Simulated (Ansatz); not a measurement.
**Band structure of NaH**

```
CELL_PARAMETERS angstrom
0.00000 2.44000 2.44000
2.44000 0.00000 2.44000
2.44000 2.44000 0.00000
ATOMIC_POSITIONS crystal
Na 0.00000 0.00000 0.00000
H 0.50000 0.50000 0.50000
```

Atom numbers follow the list: Na1, H2.

The cell is COD entry 9008680, as deposited and not checked against the literature; nothing was relaxed.

All numbers below come from Ansatz 0.2.0, DFT, PBEsol, all-electron LAPW, scalar-relativistic.

Sampling and basis: a Γ-centred 9×9×9 k mesh, Fermi–Dirac smearing of 0.03 eV, basis error target 1 meV/atom, no spin polarisation.

Points in fractions of the reciprocal vectors of this cell: Γ (0, 0, 0), X (0.5, 0, 0.5), U (0.625, 0.25, 0.625), K (0.375, 0.375, 0.75), L (0.5, 0.5, 0.5), W (0.5, 0.25, 0.75). The path joins them by straight lines in the order Γ–X–U–K–Γ–L–W–X; legs that retrace an earlier one aren't tabulated. Energies are in eV from the top of the valence band.

(1) List the levels at W between -14 and 8 eV.

(2) List the levels at Γ between -14 and 8 eV.

(3) List the levels at K between -14 and 8 eV.

(4) What is the band gap?

Results:

(1) 0.00, 5.73 (×2).

(2) -3.63.

(3) -0.12, 5.04, 6.07.

(4) 3.52 eV, indirect from W (0.5, 0.25, 0.75) to L (0.5, 0.5, 0.5).
